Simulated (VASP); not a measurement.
# NbSi (Fm-3m) in VASP: further runs, part 2 of 2

VASP 6.6.1. Earlier steps stand in the parts before.

## 4. Electric field gradients, PBE (volume scaled by 0.9405, crystal datasets)

INCAR reads:

```
SYSTEM = NbSi
ALGO     = Fast           ! electronic algorithm
EDIFF    = 1E-8           ! SCF threshold, eV
ENCUT    = 520            ! plane-wave cutoff, eV
GGA      = PE             ! functional
ISIF     = 2              ! what is computed and relaxed
ISMEAR   = -1             ! smearing method
LASPH    = .True.         ! aspherical terms in the spheres
LCHARG   = .False.        ! write CHGCAR
LEFG     = .True.       
LREAL    = .False.        ! projectors in reciprocal space
LWAVE    = .False.        ! write WAVECAR
NBANDS   = 16             ! bands
NELM     = 100            ! most SCF steps
PREC     = Accurate       ! precision mode
SIGMA    = 0.05           ! smearing width, eV
```

KPOINTS reads:

```
k-points
0
Gamma
  14 14 14
  0 0 0
```

POSCAR reads:

```
NbSi
1.0
    0.0000000000      2.5215598543      2.5215598543
    2.5215598543      0.0000000000      2.5215598543
    2.5215598543      2.5215598543      0.0000000000
Nb Si
1 1
Direct
    0.0000000000      0.0000000000      0.0000000000
    0.5000000000      0.5000000000      0.5000000000
```

Potentials or basis: VASP PAW PBE potentials, release 64 (Nb_sv, Si).

On the command line:

```sh
$ cat potpaw_PBE.64/Nb_sv/POTCAR potpaw_PBE.64/Si/POTCAR > POTCAR
$ mpirun -np 1 vasp_std > vasp.out
```

OUTCAR:

```text
SYSTEM = NbSi
   EDIFF = 1E-8
   ENCUT = 520
   GGA = PE
   ISIF = 2
   ISMEAR = -1
   LASPH = .True.
   LREAL = .False.
   NELM = 100
   PREC = Accurate

 ion  position               nearest neighbor table
   1  0.000  0.000  0.000-   2 2.52   2 2.52   2 2.52   2 2.52   2 2.52   2 2.52
   2  0.500  0.500  0.500-   1 2.52   1 2.52   1 2.52   1 2.52   1 2.52   1 2.52

  LATTYP: Found a face centered cubic cell.
 ALAT       =     5.0431197086

  Lattice vectors:

 A1 = (   0.0000000000,   2.5215598543,   2.5215598543)
 A2 = (   2.5215598543,   0.0000000000,   2.5215598543)
 A3 = (   2.5215598543,   2.5215598543,   0.0000000000)

Analysis of symmetry for initial positions (statically):
=====================================================================
 Subroutine PRICEL returns:
 Original cell was already a primitive cell.

 Routine SETGRP: Setting up the symmetry group for a
 face centered cubic supercell.

 Subroutine GETGRP returns: Found 48 space group operations
 (whereof 48 operations were pure point group operations)
 out of a pool of 48 trial point group operations.

The static configuration has the point symmetry O_h .

Analysis of symmetry for dynamics (positions and initial velocities):
=====================================================================
 Subroutine PRICEL returns:
 Original cell was already a primitive cell.

 Routine SETGRP: Setting up the symmetry group for a
 face centered cubic supercell.

 Subroutine GETGRP returns: Found 48 space group operations
 (whereof 48 operations were pure point group operations)
 out of a pool of 48 trial point group operations.

The dynamic configuration has the point symmetry O_h .

 Subroutine INISYM returns: Found 48 space group operations
 (whereof 48 operations are pure point group operations),
 and found     1 'primitive' translations

----------------------------------------------------------------------------------------

                                     Primitive cell

  volume of cell :      32.0655

  direct lattice vectors                    reciprocal lattice vectors
     0.000000000  2.521559854  2.521559854    -0.198289959  0.198289959  0.198289959
     2.521559854  0.000000000  2.521559854     0.198289959 -0.198289959  0.198289959
     2.521559854  2.521559854  0.000000000     0.198289959  0.198289959 -0.198289959

  length of vectors
     3.566024144  3.566024144  3.566024144     0.343448284  0.343448284  0.343448284

  position of ions in fractional coordinates (direct lattice)
     0.000000000  0.000000000  0.000000000
     0.500000000  0.500000000  0.500000000

  ion indices of the primitive-cell ions
   primitive index   ion index
                 1           1
                 2           2

----------------------------------------------------------------------------------------

 KPOINTS: k-points

[... 73 lines left out ...]
   ISIF   =      2    stress and relaxation
   ISYM   =      2    0-nonsym 1-usesym 2-fastsym
   POTIM  = 0.5000    time-step for ionic-motion
   TEBEG  =    0.0;   TEEND  =   0.0 temperature during run
   PSTRESS=    0.0 pullay stress
   NELECT =      17.0000    total number of electrons
   NUPDOWN=      -1.0000    fix difference up-down
   EMIN   =  10.00;   EMAX   =-10.00  energy-range for DOS
   EFERMI =   0.00;   METHOD = LEGACY
   ISMEAR =    -1;   SIGMA  =   0.05  broadening in eV -4-tet -1-fermi 0-gaus
   EFERMI_NEDOS =   21; number of points for ismear=-14 and -15
   IALGO  =     68    algorithm
   IMIX   =      4    mixing-type and parameters
     AMIX     =   0.40;   BMIX     =  1.00
     AMIX_MAG =   1.60;   BMIX_MAG =  1.00
  volume/ion in A,a.u.               =      16.03       108.19
  Fermi-wavevector in a.u.,A,eV,Ry     =   1.324988  2.503864 23.886286  1.755592
  Thomas-Fermi vector in A             =   2.454482
   LORBIT       =      0    0 simple, 1 ext, 2 COOP (PROOUT), +10 PAW based schemes
   GGA     = PE    functional components
   LHFCALC =     F    Hartree Fock is set to
   AEXX    =    0.0000 exact exchange contribution
   IVDW    =     0    specifies the selected vdW correction
   LEPSILON=     F    determine dielectric tensor
   LRPA    =     F    only Hartree local field effects (RPA)
 non-spin polarized calculation
 RMM-DIIS sequential band-by-band and
  energy-cutoff  :      520.00
  volume of cell :       32.07
 maximum number of plane-waves:       887
   NGX = 13   NGY = 13   NGZ = 13

 number of electron      16.9999999 magnetization

 Free energy of the ion-electron system (eV)
  ---------------------------------------------------
  ext. energy  EPLUGINS =         0.00000000
  ---------------------------------------------------
  free energy    TOTEN  =       -16.03658811 eV

  energy without entropy =      -16.02471566  energy(sigma->0) =      -16.03065188

 E-fermi :  11.1272     XC(G=0): -11.8809

 val. band max:       11.1186438363   @ k =  -0.1429   0.1429   0.0000
 cond. band min:      11.1287507862   @ k =   0.5000   0.2857   0.0714
 fundamental gap:      0.0101069498
 Fermi energy:        11.1271598878

 k-point     1 :       0.0000    0.0000    0.0000
  band No.  band energies     occupation
      1     -44.0704      2.00000
      2     -20.0998      2.00000
      3     -20.0998      2.00000
      4     -20.0998      2.00000
      5       0.0867      2.00000
      6       9.6904      2.00000
[... 433 lines left out ...]
      3     -20.1356      2.00000
      4     -20.1320      2.00000
      5       1.4634      2.00000
      6       7.5098      2.00000
[... 8 lines left out ...]
     15      21.3394      0.00000
     16      21.7184      0.00000

 [... further k-points ...]

------------------------ aborting loop because EDIFF is reached ----------------------------------------

  FORCE on cell =-STRESS in cart. coord.  units (eV):
  Direction    XX          YY          ZZ          XY          YZ          ZX
  --------------------------------------------------------------------------------------
  -------------------------------------------------------------------------------------
  Total        2.0467176      2.0467176      2.0467176      0.0000000     -0.0000000      0.0000000
  in kB      102.2658592    102.2658592    102.2658592      0.0000000     -0.0000000      0.0000000
  external PRESSURE =     102.2658592 kB  Pullay stress =       0.0000000 kB

 VOLUME and BASIS-vectors are now :
 -----------------------------------------------------------------------------
  energy-cutoff  :      520.00
  volume of cell :       32.07
      direct lattice vectors                 reciprocal lattice vectors
     0.000000000  2.521559854  2.521559854    -0.198289959  0.198289959  0.198289959
     2.521559854  0.000000000  2.521559854     0.198289959 -0.198289959  0.198289959
     2.521559854  2.521559854  0.000000000     0.198289959  0.198289959 -0.198289959

 POSITION                                       TOTAL-FORCE (eV/Angst)
 -----------------------------------------------------------------------------------
      0.00000      0.00000      0.00000         0.000000      0.000000     -0.000000
      2.52156      2.52156      2.52156         0.000000      0.000000      0.000000
 -----------------------------------------------------------------------------------
    total drift:                               -0.000000      0.000000      0.000000

  FREE ENERGIE OF THE ION-ELECTRON SYSTEM (eV)
  ---------------------------------------------------
  free  energy   TOTEN  =       -16.0365881077 eV

  energy  without entropy=      -16.0247156618  energy(sigma->0) =      -16.03065188

 Electric field gradients (V/A^2)
---------------------------------------------------------------------
 ion       V_xx      V_yy      V_zz      V_xy      V_xz      V_yz
---------------------------------------------------------------------
   1       0.000     0.000     0.000     0.000     0.000     0.000
   2       0.000    -0.000     0.000     0.000     0.000     0.000
---------------------------------------------------------------------

 Electric field gradients after diagonalization (V/A^2)
 (convention: |V_zz| > |V_xx| > |V_yy|)
----------------------------------------------------------------------
 ion       V_xx      V_yy      V_zz     asymmetry (V_yy - V_xx)/ V_zz
----------------------------------------------------------------------
   1      -0.000    -0.000     0.001       0.000
   2      -0.000    -0.000     0.000       0.000
----------------------------------------------------------------------

           NMR quadrupolar parameters

 Cq : quadrupolar parameter    Cq=e*Q*V_zz/h
 eta: asymmetry parameters     (V_yy - V_xx)/ V_zz
 Q  : nuclear electric quadrupole moment in mb (millibarn)
----------------------------------------------------------------------
 ion       Cq(MHz)       eta       Q (mb)
----------------------------------------------------------------------
   1       0.000       0.000       1.000
   2       0.000       0.000       1.000
----------------------------------------------------------------------
```

Wall time 83 s (1 thread of AMD EPYC 9R45 (Zen 5), shared host); peak memory 0.16 GiB.

What came out:

* Free energy: -16.0366 eV
* Pressure: 10.2 GPa
* Band gap on the k mesh: none (metal or under the smearing width)

Electric field gradients, principal values (V/Å²):
```csv
atom,Vxx,Vyy,Vzz
1 Nb,0.000,0.000,0.001
2 Si,0.000,0.000,0.000
```

## 5. Overview

```tsv
task	cell	k mesh for the DOS	occupations for the DOS	gap on the mesh (eV)	pressure (GPa)
density of states	as given	21 × 21 × 21	tetrahedron	-	-
electric field gradients	as given	-	-	none	-0.2
electric field gradients	volume scaled by 0.9405, crystal datasets	-	-	none	10.2
```

Alike in all rows: level PBE; potentials or basis VASP PAW PBE potentials, release 64 (Nb_sv, Si); no spin polarisation; k mesh 14 × 14 × 14; cutoff (eV) 520; smearing fermi-dirac 0.05 eV.

Absolute energies hang on the potentials; compare differences alone.
